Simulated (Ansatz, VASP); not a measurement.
**Bi: VASP beside Ansatz**

File INCAR:

```
SYSTEM = Bi
ALGO = Normal
EDIFF = 1E-7
ENCUT = 520
GGA = PS
ISIF = 2
ISMEAR = -1
LASPH = .TRUE.
LCHARG = .FALSE.
LREAL = .FALSE.
LWAVE = .FALSE.
NBANDS = 22
NELM = 80
PREC = Accurate
SIGMA = 0.05
```

File KPOINTS:

```
k-points
0
G
  7 7 7
  0 0 0
```

File POSCAR:

```
Bi
1.0
    2.2522814206      1.3003552845      3.9115696734
   -2.2522814206      1.3003552845      3.9115696734
    0.0000000000     -2.6007105690      3.9115696734
Bi
2
Direct
    0.7660000000      0.7660000000      0.7660000000
    0.2340000000      0.2340000000      0.2340000000
```

File input.yaml:

```yaml
crystal:
  lattice:
    - [2.2522814206, 1.3003552845, 3.9115696734]
    - [-2.2522814206, 1.3003552845, 3.9115696734]
    - [0.0, -2.600710569, 3.9115696734]
  atoms:
    - { symbol: Bi, position: [0.766, 0.766, 0.766] }
    - { symbol: Bi, position: [0.234, 0.234, 0.234] }
hamiltonian:
  xc: pbesol
  pseudopotentials: { kind: paw }
kpoints:
  mp_grid: { grid: [7, 7, 7] }
scf:
  occupations: { method: fermi_dirac, width: 0.05 }
output:
  forces: true
  stress: true
  eigenvalues: true
```

Change from the starting cell: volume scaled by 0.98.

Alike in both runs: task single point; functional PBEsol; k mesh 7 × 7 × 7; occupations fermi-dirac, width 0.05 eV; no spin polarisation.

|  | VASP | Ansatz |
| --- | --- | --- |
| version | VASP 6.6.1 | Ansatz 0.2.0 |
| potentials or method | VASP PAW PBE potentials, release 64 (Bi_d) | Ansatz PAW |
| plane-wave cutoff (eV) | 520 | 420 |
| valence electrons in the cell | 30 | 30 |

VASP gave:

| Property | Result |
| --- | --- |
| gap on the k mesh at the Fermi level (eV) | 0.27 |
| least direct gap on the mesh (eV) | 0.53 |
| pressure (GPa) | 0.6 |
| largest component of the traceless stress (GPa) | 0.25 |
| rms of the force components (eV/Å) | 0.133 |

Which values does Ansatz return?

gap on the k mesh at the Fermi level (eV): 0.27; least direct gap on the mesh (eV): 0.53; pressure (GPa): 0.7; largest component of the traceless stress (GPa): 0.25; rms of the force components (eV/Å): 0.129.

Atom by atom the forces differ by 0.004 eV/Å (rms over components).

Caveats: spin-orbit coupling is left out, which as a rule narrows the gap of such compounds by several tenths of an eV; the PAW data sets were made with another functional, which shifts forces and pressure a little (VASP); an odd mesh through Γ misses points on the zone boundary, where band edges often lie (VASP); odd divisions of the mesh miss points on the zone boundary, where band edges often lie, so the gap on the mesh can be too wide (Ansatz); the PAW data sets come from PBE, with cores solved anew for the run's functional, which leaves a small shift of forces and pressure (Ansatz).
